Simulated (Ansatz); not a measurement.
# Cu(111) with 4 layers of random Cu-Os, 2x2: scattering by chemical disorder

How strongly does chemical disorder scatter in Cu(111) with 4 layers of random Cu-Os, 2x2?

Program: Ansatz 0.2.0. Level of theory: Ansatz plane-wave DFT, PBE, PAW files; ballistic transport by layer matching (Landauer), zero bias; PAW set soft_1. Results are calculated unless marked as measured.

## (1) The starting structure

The cell holds 40 atoms: 28 Cu and 12 Os. Cell: a = 5.112 Å, b = 5.112 Å, c = 20.923 Å, α = 93.5°, β = 86.5°, γ = 120.0°. It derives from Cu. Regions: lead, 24 atoms (24 Cu); scattering region, 16 atoms (12 Os and 4 Cu). The structure is stacked along c, and the current runs across the ab planes.

## (2) With 4 alloy layers

In 4 layers a share of 0.75 of the sites is given to Os at random. The layers about the cell's end stay perfect and serve as the lead. Disorder leaves little or no symmetry, which makes such runs dear. Energies from -0.05 to 0.05 eV in steps of 0.05 eV are too few for the program's thermal sum, so it prints no conductance; for a metal the transmission near the Fermi level serves, at a fraction of the cost.

input.yaml

```yaml
crystal:
  lattice:
    - [5.1123254594, 0.0, 0.0]
    - [-2.5561627297, 4.4274037203, 0.0]
    - [1.2780813649, -0.73790062, 20.8709812911]
  atoms:
    - { symbol: Cu, position: [0.9916666667, 0.0083333333, 0.05] }
    - { symbol: Cu, position: [0.9916666667, 0.5083333333, 0.05] }
    - { symbol: Cu, position: [0.4916666667, 0.0083333333, 0.05] }
    - { symbol: Cu, position: [0.4916666667, 0.5083333333, 0.05] }
    - { symbol: Cu, position: [0.1416666667, 0.3583333333, 0.15] }
    - { symbol: Cu, position: [0.1416666667, 0.8583333333, 0.15] }
    - { symbol: Cu, position: [0.6416666667, 0.3583333333, 0.15] }
    - { symbol: Cu, position: [0.6416666667, 0.8583333333, 0.15] }
    - { symbol: Cu, position: [0.2916666667, 0.2083333333, 0.25] }
    - { symbol: Cu, position: [0.2916666667, 0.7083333333, 0.25] }
    - { symbol: Cu, position: [0.7916666667, 0.2083333333, 0.25] }
    - { symbol: Cu, position: [0.7916666667, 0.7083333333, 0.25] }
    - { symbol: Os, position: [0.9416666667, 0.0583333333, 0.35] }
    - { symbol: Cu, position: [0.9416666667, 0.5583333333, 0.35] }
    - { symbol: Os, position: [0.4416666667, 0.0583333333, 0.35] }
    - { symbol: Os, position: [0.4416666667, 0.5583333333, 0.35] }
    - { symbol: Os, position: [0.0916666667, 0.4083333333, 0.45] }
    - { symbol: Cu, position: [0.0916666667, 0.9083333333, 0.45] }
    - { symbol: Os, position: [0.5916666667, 0.4083333333, 0.45] }
    - { symbol: Os, position: [0.5916666667, 0.9083333333, 0.45] }
    - { symbol: Os, position: [0.2416666667, 0.2583333333, 0.55] }
    - { symbol: Os, position: [0.2416666667, 0.7583333333, 0.55] }
    - { symbol: Cu, position: [0.7416666667, 0.2583333333, 0.55] }
    - { symbol: Os, position: [0.7416666667, 0.7583333333, 0.55] }
    - { symbol: Os, position: [0.8916666667, 0.1083333333, 0.65] }
    - { symbol: Os, position: [0.8916666667, 0.6083333333, 0.65] }
    - { symbol: Cu, position: [0.3916666667, 0.1083333333, 0.65] }
    - { symbol: Os, position: [0.3916666667, 0.6083333333, 0.65] }
    - { symbol: Cu, position: [0.0416666667, 0.4583333333, 0.75] }
    - { symbol: Cu, position: [0.0416666667, 0.9583333333, 0.75] }
    - { symbol: Cu, position: [0.5416666667, 0.4583333333, 0.75] }
    - { symbol: Cu, position: [0.5416666667, 0.9583333333, 0.75] }
    - { symbol: Cu, position: [0.1916666667, 0.3083333333, 0.85] }
    - { symbol: Cu, position: [0.1916666667, 0.8083333333, 0.85] }
    - { symbol: Cu, position: [0.6916666667, 0.3083333333, 0.85] }
    - { symbol: Cu, position: [0.6916666667, 0.8083333333, 0.85] }
    - { symbol: Cu, position: [0.8416666667, 0.1583333333, 0.95] }
    - { symbol: Cu, position: [0.8416666667, 0.6583333333, 0.95] }
    - { symbol: Cu, position: [0.3416666667, 0.1583333333, 0.95] }
    - { symbol: Cu, position: [0.3416666667, 0.6583333333, 0.95] }
kpoints:
  mp_grid: { grid: [5, 5, 1] }
hamiltonian:
  xc: pbe
  pseudopotentials: { kind: paw, azcp: { folder: soft_1 } }
scf:
  occupations: { method: fermi_dirac, width: 0.1 }
output:
  transmission:
    leads: [[0, 4]]
    kmesh: [10, 10]
    e_range: [-0.05, 0.05]
    de: 0.05
  write_potential: true
  write_density: true
  volumetric_format: npy
```

Launch:

```
ansatz run input.yaml --threads 4 --pin off --max-ram 15360MiB --backend cpu --events-out ev --progress --plain --runs-dir out
```

Numbers of over 12 decimals in the logs are rounded to 6 here.

The log of the run:

```text
Engine: ansatz 0.2.0, aarch64-unknown-linux-gnu
Pseudopotentials: kind: paw
Pseudopotential: Cu, paw, valence charge 19, recommended cutoff 420 eV (normal), soft_1/Cu.paw.azcp
Pseudopotential: Os, paw, valence charge 16, recommended cutoff 420 eV (normal), soft_1/Os.paw.azcp
Functional definition: PBE
  parameter kappa = 0.804
  parameter beta = 0.066725
  exchange = pbe_x(kappa = kappa, mu = beta*pi^2/3)
  correlation = pbe_c(beta = beta)
Crystal: 40 atoms, lattice volume = 472.401 Å³
Basis set: ecut = 420 eV, 9295 PW (Γ)
Bands: 435, of which v1, the nominal top of the filled ones, is band 362 counted from 1 (361 counted from 0)
Symmetry: 2 space group operations
Space group: C2 (ITA 5), of the structure as read, at distance tolerance 7.8e-5 Å
k-points: 9 of 25 (time reversal used)
Non-local potential: Cu, projectors of the file, l = 0: 3, l = 1: 2, l = 2: 3, l = 3: 1
Non-local potential: Os, projectors of the file, l = 0: 3, l = 1: 2, l = 2: 2, l = 3: 1
PAW form: soft (Blöchl's): semilocal exchange-correlation on the pseudo side does not see the compensation charge
PAW one-centre angular grid: Cu, 590 points (default); XC on 64 Gauss nodes
PAW one-centre angular grid: Os, 590 points (default); XC on 64 Gauss nodes
Initial density: superposition of atomic densities (chi_scale 0.1, normalization cell, long waves of neutral atoms (reshape's long-wave potential 11.66 eV rms, cloud 2.76 Å wide))
Initial wavefunctions: pseudopotential atomic-orbital guess
Functional: x = pbe(κ = 0.804, μ = 0.219515), c = pbe(β = 0.066725)
SCF iter   1: F=—  HF=-322146.447329 eV  |F-HF|=—  |Δ(HF+E_count)|=         —  Δρ=2.32e-1  dr2=2.23e2  ethr=3.10e-3  ⟨swp⟩=4.1  Hψ=11553  notcnv=0  defer=85
preconditioner: auto → Kerker (q_TF=auto, 2.930 Å⁻¹)  [metal: Δε(μ)=0.023 eV  Ē_g=8.451 eV  σ=0.100 eV  W_gap=0.06  n_scr=212 (ndim 8)  ℏωp=34.3 eV  f_vac=0.000  D(μ)=23.24/eV (n_scr^D=228)]
SCF iter   2: F=—  HF=-322128.726257 eV  |F-HF|=—  |Δ(HF+E_count)|=    1.77e1  Δρ=7.53e-2  dr2=4.09e1  ethr=3.10e-3  ⟨swp⟩=2.0  Hψ=7694  notcnv=0  defer=369
SCF iter   3: F=—  HF=-322124.960154 eV  |F-HF|=—  |Δ(HF+E_count)|=    3.77e0  Δρ=4.63e-2  dr2=2.62e1  ethr=3.10e-3  ⟨swp⟩=2.0  Hψ=4692  notcnv=0  defer=384
SCF iter   4: F=—  HF=-322123.745030 eV  |F-HF|=—  |Δ(HF+E_count)|=    1.22e0  Δρ=1.49e-2  dr2=5.19e0  ethr=3.10e-3  ⟨swp⟩=2.0  Hψ=3707  notcnv=0  defer=384
SCF iter   5: F=—  HF=-322123.826471 eV  |F-HF|=—  |Δ(HF+E_count)|=   8.14e-2  Δρ=5.47e-3  dr2=1.17e0  ethr=7.16e-4  ⟨swp⟩=1.7  Hψ=4570  notcnv=0  defer=385
SCF iter   6: F=—  HF=-322123.777922 eV  |F-HF|=—  |Δ(HF+E_count)|=   4.85e-2  Δρ=1.70e-3  dr2=7.45e-2  ethr=1.62e-4  ⟨swp⟩=1.0  Hψ=3527  notcnv=0  defer=385
SCF iter   7: F=—  HF=-322123.790745 eV  |F-HF|=—  |Δ(HF+E_count)|=   1.28e-2  Δρ=8.93e-4  dr2=1.56e-2  ethr=1.03e-5  ⟨swp⟩=2.0  Hψ=4907  notcnv=0  defer=385
SCF iter   8: F=—  HF=-322123.792370 eV  |F-HF|=—  |Δ(HF+E_count)|=   1.63e-3  Δρ=9.31e-4  dr2=5.33e-3  ethr=2.15e-6  ⟨swp⟩=2.0  Hψ=6777  notcnv=0  defer=385
SCF iter   9: F=—  HF=-322123.791880 eV  |F-HF|=—  |Δ(HF+E_count)|=   4.90e-4  Δρ=2.95e-4  dr2=3.55e-4  ethr=7.36e-7  ⟨swp⟩=2.1  Hψ=5738  notcnv=0  defer=385
SCF iter  10: F=—  HF=-322123.791879 eV  |F-HF|=—  |Δ(HF+E_count)|=   6.31e-7  Δρ=1.25e-4  dr2=1.79e-4  ethr=4.91e-8  ⟨swp⟩=2.0  Hψ=6291  notcnv=0  defer=385
SCF iter  11: F=—  HF=-322123.791860 eV  |F-HF|=—  |Δ(HF+E_count)|=   1.93e-5  Δρ=5.99e-5  dr2=2.54e-5  ethr=2.48e-8  ⟨swp⟩=2.0  Hψ=5005  notcnv=0  defer=385
SCF iter  12: F=—  HF=-322123.791799 eV  |F-HF|=—  |Δ(HF+E_count)|=   6.07e-5  Δρ=2.09e-5  dr2=5.83e-6  ethr=3.51e-9  ⟨swp⟩=2.0  Hψ=6381  notcnv=0  defer=387
SCF iter  13: F=—  HF=-322123.791799 eV  |F-HF|=—  |Δ(HF+E_count)|=   1.19e-7  Δρ=1.57e-5  dr2=2.52e-6  ethr=8.05e-10  ⟨swp⟩=2.0  Hψ=4898  notcnv=0  defer=387
SCF iter  14: F=—  HF=-322123.791799 eV  |F-HF|=—  |Δ(HF+E_count)|=   1.90e-7  Δρ=5.61e-6  dr2=3.17e-7  ethr=3.48e-10  ⟨swp⟩=2.0  Hψ=4801  notcnv=0  defer=387
SCF iter  15: F=-322123.791799 eV  HF=-322123.791799 eV  |F-HF|=5.12e-8  |Δ(HF+E_count)|=   2.01e-8  Δρ=1.89e-6  dr2=5.11e-8  ethr=1.38e-11  ⟨swp⟩=7.6  Hψ=12927  notcnv=0
SCF 1 converged in 15 iterations: F = -322123.791799 eV  dr2 = 5.11e-8
  greatest PAW one-centre occupation: 1.000 electrons in one spin orbital (limit 2), on the Os atom at site 23 (counted from 0), in its partial waves of l = 0
transmission: 180 of 1716 steps passed
transmission: 351 of 1716 steps passed
[...]
transmission: 1716 of 1716 steps passed
SCF converged after 15 iterations
Free energy (F): -322123.791799 eV
Harris-Foulkes:  -322123.791799 eV  (|F-HF|=5.12e-8)
Internal energy: -322123.057149 eV  (E = F + TS)
E sigma→0 (E₀):  -322123.424474 eV
Entropy (-TS):   -0.734650 eV (-18.366 meV/atom)
Fermi energy:    20.970003 eV
--- Per-component energies (eV) ---
  E_band       = -9723.919596
  E_kinetic    = 13338.436626
  E_local      = -142366.225625  (includes V_loc(G=0)·N_el)
  E_nonlocal   = 27248.874884
  E_hartree    = 60630.160792
  E_xc         = -4776.859819
  E_vxc        = -5501.175546  (∫ρ·V_xc dr)
  E_paw        = -159362.055251  (= ΣΔE_a)
  E_vpaw       = -23704.146908  (= ΣTr[D̂ρ^β])
  E_aug_tail   = 0.034265  (compensation charges beyond the density's cutoff)
  E_ewald      = -116835.423021
  E_smearing   = -0.734650  (= −TS)
  E_closure    = -0.000000  (closes the sum)
  Σ components = -322123.791799   (vs F -322123.791799, Δ=0.00e0)
--- Band table (eV; the first three rows and the last of 9) ---
  k-point 0: bands = [... 358 lower, 21.2042, 21.4630, 21.5857, 21.5964, 21.6164, 21.6359, 21.6888, 21.7677, ... 69 higher]
  k-point 1: bands = [... 358 lower, 20.9401, 20.9728, 21.0524, 21.1016, 21.1984, 21.2668, 21.3300, 21.4691, ... 69 higher]
  k-point 2: bands = [... 358 lower, 20.6474, 20.7070, 20.7395, 20.7915, 20.8963, 20.9399, 21.0250, 21.0775, ... 69 higher]
  k-point 8: bands = [... 358 lower, 20.6555, 20.7095, 20.7250, 20.7852, 20.8182, 20.8326, 21.0272, 21.0701, ... 69 higher]
--- Transmission ---
  basis      : 199 plane waves across, 33 finite elements along
  points     : 52, standing for a mesh of 10 x 10
  energies   : 3 from -0.050000 to 0.050000 eV about the Fermi level, 0.050000 eV apart; the leads are filled to 0.000000 eV, and channels, transmission and decay are at 0.000000 eV
  crystal 0  : Cu4, at the sites [0, 4], period 2.0871 Å, over 12.52 Å; its Hamiltonian steps by up to 27.1 meV: too much for a lead, lay more layers or, if its atoms are ordered, name the step of that order
    offset         : up to 0.0000 Å between an atom of the period and one for which it stands
    channels       : 3.170000e0 a spin
    conductance    : none, the energies end too early or step too widely for 300 K: set another output.transmission.e_range or a lower de, or, where they end at an eighth of basis.ecutwfc, a higher one
  junction   : crystal 0 to crystal 0, 0.70 to 19.48 Å
    transmission   : 1.355095e0 a spin
    conductance    : none, the energies end too early or step too widely for 300 K: set another output.transmission.e_range or a lower de, or, where they end at an eighth of basis.ecutwfc, a higher one
```

The job ended after 7.8 min (4 threads of Arm Neoverse V1, shared host; peak memory 4.4 GiB).

This step gave:

```yaml
free_energy: -322123.7918 eV
energy_at_zero_smearing: -322123.4245 eV
fermi_energy: 20.97 eV
cell_area: 22.63 Å²
transmission_per_spin_nearest_the_fermi_level: 1.355
open_channels_per_spin_nearest_the_fermi_level: 3.17
step_of_the_lead_s_potential: 27.1 meV
```

Per spin. Transmission, zone mean against energy, zero at the Fermi level:

| energy (eV) | transmission, zone mean |
| --- | --- |
| -0.0500 | 1.40 |
| 0.0000 | 1.36 |
| 0.0500 | 1.35 |

Per spin. Open channels, zone mean, lead against energy, zero at the Fermi level:

| energy (eV) | open channels, zone mean, lead |
| --- | --- |
| -0.0500 | 3.21 |
| 0.0000 | 3.17 |
| 0.0500 | 3.21 |

Open channels over k1 and k2. At 0.0000 eV from the Fermi level.

Ten even steps from '_' (2.00) to '@' (4.00):
```
++@@++++++@@++++++++
++++@@++++@@++++++++
++++++@@++@@++++++++
++++++++++__++++++++
@@@@@@@@__++__@@@@@@
++++++++++__++++++++
++++++++++@@++@@++++
++++++++++@@++++@@++
++++++++++@@++++++@@
@@++++++++@@++++++++
```
Columns: k1 (b1) from -0.5 to 0.4; rows upwards: k2 (b2) from -0.5 to 0.4.

Over the solved energies the transmission per spin lies between 1.35 and 1.40, out of 3.20 channels of the lead on average (up to 3.21). The log calls the step of a lead's potential too much.

## (3) With 8 alloy layers

In 8 layers a share of 0.75 of the sites is given to Os at random. A fresh draw is used; the growth of the resistance with length is what counts.

System of this step: Cu(111) with 8 layers of random Cu-Os, 2x2. The cell holds 56 atoms: 32 Cu and 24 Os. Cell: a = 5.112 Å, b = 5.112 Å, c = 29.257 Å, α = 87.5°, β = 92.5°, γ = 120.0°. It derives from Cu. Regions: lead, 24 atoms (24 Cu); scattering region, 32 atoms (8 Cu and 24 Os). The structure is stacked along c, and the current runs across the ab planes.

input.yaml

```yaml
crystal:
  lattice:
    - [5.1123254594, 0.0, 0.0]
    - [-2.5561627297, 4.4274037203, 0.0]
    - [-1.2780813649, 0.73790062, 29.2193738075]
  atoms:
    - { symbol: Cu, position: [0.005952381, 0.994047619, 0.0357142857] }
    - { symbol: Cu, position: [0.005952381, 0.494047619, 0.0357142857] }
    - { symbol: Cu, position: [0.505952381, 0.994047619, 0.0357142857] }
    - { symbol: Cu, position: [0.505952381, 0.494047619, 0.0357142857] }
    - { symbol: Cu, position: [0.1845238095, 0.3154761905, 0.1071428571] }
    - { symbol: Cu, position: [0.1845238095, 0.8154761905, 0.1071428571] }
    - { symbol: Cu, position: [0.6845238095, 0.3154761905, 0.1071428571] }
    - { symbol: Cu, position: [0.6845238095, 0.8154761905, 0.1071428571] }
    - { symbol: Cu, position: [0.3630952381, 0.1369047619, 0.1785714286] }
    - { symbol: Cu, position: [0.3630952381, 0.6369047619, 0.1785714286] }
    - { symbol: Cu, position: [0.8630952381, 0.1369047619, 0.1785714286] }
    - { symbol: Cu, position: [0.8630952381, 0.6369047619, 0.1785714286] }
    - { symbol: Cu, position: [0.0416666667, 0.9583333333, 0.25] }
    - { symbol: Os, position: [0.0416666667, 0.4583333333, 0.25] }
    - { symbol: Os, position: [0.5416666667, 0.9583333333, 0.25] }
    - { symbol: Os, position: [0.5416666667, 0.4583333333, 0.25] }
    - { symbol: Os, position: [0.2202380952, 0.2797619048, 0.3214285714] }
    - { symbol: Os, position: [0.2202380952, 0.7797619048, 0.3214285714] }
    - { symbol: Os, position: [0.7202380952, 0.2797619048, 0.3214285714] }
    - { symbol: Cu, position: [0.7202380952, 0.7797619048, 0.3214285714] }
    - { symbol: Os, position: [0.3988095238, 0.1011904762, 0.3928571429] }
    - { symbol: Os, position: [0.3988095238, 0.6011904762, 0.3928571429] }
    - { symbol: Os, position: [0.8988095238, 0.1011904762, 0.3928571429] }
    - { symbol: Cu, position: [0.8988095238, 0.6011904762, 0.3928571429] }
    - { symbol: Os, position: [0.0773809524, 0.9226190476, 0.4642857143] }
    - { symbol: Os, position: [0.0773809524, 0.4226190476, 0.4642857143] }
    - { symbol: Cu, position: [0.5773809524, 0.9226190476, 0.4642857143] }
    - { symbol: Os, position: [0.5773809524, 0.4226190476, 0.4642857143] }
    - { symbol: Os, position: [0.255952381, 0.244047619, 0.5357142857] }
    - { symbol: Os, position: [0.255952381, 0.744047619, 0.5357142857] }
    - { symbol: Os, position: [0.755952381, 0.244047619, 0.5357142857] }
    - { symbol: Os, position: [0.755952381, 0.744047619, 0.5357142857] }
    - { symbol: Cu, position: [0.4345238095, 0.0654761905, 0.6071428571] }
    - { symbol: Os, position: [0.4345238095, 0.5654761905, 0.6071428571] }
    - { symbol: Cu, position: [0.9345238095, 0.0654761905, 0.6071428571] }
    - { symbol: Os, position: [0.9345238095, 0.5654761905, 0.6071428571] }
    - { symbol: Os, position: [0.1130952381, 0.8869047619, 0.6785714286] }
    - { symbol: Os, position: [0.1130952381, 0.3869047619, 0.6785714286] }
    - { symbol: Os, position: [0.6130952381, 0.8869047619, 0.6785714286] }
    - { symbol: Os, position: [0.6130952381, 0.3869047619, 0.6785714286] }
    - { symbol: Os, position: [0.2916666667, 0.2083333333, 0.75] }
    - { symbol: Os, position: [0.2916666667, 0.7083333333, 0.75] }
    - { symbol: Cu, position: [0.7916666667, 0.2083333333, 0.75] }
    - { symbol: Cu, position: [0.7916666667, 0.7083333333, 0.75] }
    - { symbol: Cu, position: [0.4702380952, 0.0297619048, 0.8214285714] }
    - { symbol: Cu, position: [0.4702380952, 0.5297619048, 0.8214285714] }
    - { symbol: Cu, position: [0.9702380952, 0.0297619048, 0.8214285714] }
    - { symbol: Cu, position: [0.9702380952, 0.5297619048, 0.8214285714] }
    - { symbol: Cu, position: [0.1488095238, 0.8511904762, 0.8928571429] }
    - { symbol: Cu, position: [0.1488095238, 0.3511904762, 0.8928571429] }
    - { symbol: Cu, position: [0.6488095238, 0.8511904762, 0.8928571429] }
    - { symbol: Cu, position: [0.6488095238, 0.3511904762, 0.8928571429] }
    - { symbol: Cu, position: [0.3273809524, 0.1726190476, 0.9642857143] }
    - { symbol: Cu, position: [0.3273809524, 0.6726190476, 0.9642857143] }
    - { symbol: Cu, position: [0.8273809524, 0.1726190476, 0.9642857143] }
    - { symbol: Cu, position: [0.8273809524, 0.6726190476, 0.9642857143] }
kpoints:
  mp_grid: { grid: [5, 5, 1] }
hamiltonian:
  xc: pbe
  pseudopotentials: { kind: paw, azcp: { folder: soft_1 } }
scf:
  occupations: { method: fermi_dirac, width: 0.1 }
output:
  transmission:
    leads: [[0, 4]]
    kmesh: [10, 10]
    e_range: [-0.05, 0.05]
    de: 0.05
  write_potential: true
  write_density: true
  volumetric_format: npy
```

The log of the run:

```text
[...]
Crystal: 56 atoms, lattice volume = 661.361 Å³
Basis set: ecut = 420 eV, 12983 PW (Γ)
Bands: 596, of which v1, the nominal top of the filled ones, is band 496 counted from 1 (495 counted from 0)
Symmetry: 1 space group operations
[...]
k-points: 13 of 25 (time reversal used)
[...]
SCF iter   1: F=—  HF=-485271.392974 eV  |F-HF|=—  |Δ(HF+E_count)|=         —  Δρ=2.22e-1  dr2=1.08e3  ethr=3.10e-3  ⟨swp⟩=4.9  Hψ=23799  notcnv=0  defer=269
[...]
SCF iter  17: F=-485243.286509 eV  HF=-485243.286509 eV  |F-HF|=2.34e-8  |Δ(HF+E_count)|=   5.59e-9  Δρ=1.16e-6  dr2=2.34e-8  ethr=1.01e-11  ⟨swp⟩=8.2  Hψ=23889  notcnv=0
SCF 1 converged in 17 iterations: F = -485243.286509 eV  dr2 = 2.34e-8
[...]
transmission: 267 of 2600 steps passed
transmission: 522 of 2600 steps passed
[...]
transmission: 2600 of 2600 steps passed
SCF converged after 17 iterations
Free energy (F): -485243.286509 eV
[...]
Internal energy: -485242.170804 eV  (E = F + TS)
E sigma→0 (E₀):  -485242.728657 eV
Entropy (-TS):   -1.115705 eV (-19.923 meV/atom)
Fermi energy:    22.959345 eV
[...]
--- Band table (eV; the first three rows and the last of 13) ---
  k-point 0: bands = [... 492 lower, 23.4514, 23.4729, 23.5393, 23.5548, 23.5755, 23.6141, 23.6461, 23.7025, ... 96 higher]
  k-point 1: bands = [... 492 lower, 23.0793, 23.1189, 23.1627, 23.1981, 23.2721, 23.3699, 23.4296, 23.4679, ... 96 higher]
  k-point 2: bands = [... 492 lower, 22.6079, 22.6968, 22.7172, 22.7675, 22.8059, 22.8564, 22.8928, 22.9199, ... 96 higher]
  k-point 12: bands = [... 492 lower, 22.7123, 22.7933, 22.8132, 22.9373, 22.9566, 23.0366, 23.1092, 23.1427, ... 96 higher]
--- Transmission ---
  basis      : 199 plane waves across, 50 finite elements along
  points     : 52, standing for a mesh of 10 x 10
[...]
channels       : 3.210000e0 a spin
[...]
junction   : crystal 0 to crystal 0, 0.70 to 27.83 Å
    transmission   : 1.007697e0 a spin
[...]
```

Run time: 17 min. Hardware: 4 threads; peak memory 7.9 GiB; 63 min of CPU time.

Numbers from this step:

| Item | Value |
| --- | --- |
| free energy | -485243.2865 eV |
| energy at zero smearing | -485242.7287 eV |
| Fermi energy | 22.96 eV |
| transmission per spin nearest the Fermi level | 1.008 |
| open channels per spin nearest the Fermi level | 3.21 |
| step of the lead's potential | 28.9 meV |

Per spin. Transmission, zone mean against energy, zero at the Fermi level:

| energy (eV) | transmission, zone mean |
| --- | --- |
| -0.0500 | 0.996 |
| 0.0000 | 1.01 |
| 0.0500 | 1.02 |

Over the solved energies the transmission per spin lies between 0.996 and 1.02, out of 3.20 channels of the lead on average (up to 3.21). The log calls the step of a lead's potential too much.

(Continued in part 2 of 2.)

[Logs are printed without paths, hosts, clocks, repeated set-up lines and the standing remarks that a program may print on its own settings, such as how far it seeks lower states.]

[Hosts, paths, dates, database ids (printed as entryN), source tags and the programs' standing remarks are cut or masked in the printed files.]
